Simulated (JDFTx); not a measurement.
The system is Br.

```
Br
1.0
    -1.42349    1.42349    3.57752
     1.42349   -1.42349    3.57752
     1.42349    1.42349   -3.57752
Br
1
Direct
  0.00000 0.00000 0.00000
```

| Property | Result |
| --- | --- |
| Program | JDFTx 1.7.0 (patched build) |
| Task | single point |
| Functional | PBE |
| Potentials or basis | PseudoDojo-SR-PBE-0.5-standard |
| Cutoff | 626 eV |
| Density cutoff | 2503 eV |
| k mesh | 13 × 13 × 13 |
| Occupations | fermi-dirac, width 0.05 eV |
| Spin | no spin polarisation |

On this cell: pressure 1.4 GPa; band gap on the k mesh none (metal or under the smearing width).

The same run follows on a disturbed copy (cell strained at random at fixed volume):

```xyz
1
Lattice="-1.3709 1.4282 3.5071 1.5439 -1.4350 3.5787 1.3438 1.4079 -3.5098" Properties=species:S:1:pos:R:3 pbc="T T T"
Br    0.0162    0.0371   -0.0072
```

Q: What does the disturbed cell give?

A: The energy (extrapolated to zero smearing) moves by +4.6 meV/atom; pressure 0.9 GPa; band gap on the k mesh none (metal or under the smearing width).

Stress tensor (GPa, compression positive):
```
-0.19  0.10 -0.24
 0.10  1.06  0.00
-0.24  0.00  1.87
```

Caveats: an odd number of electrons without spin polarisation forces a metal; a magnetic or distorted state may lie lower.
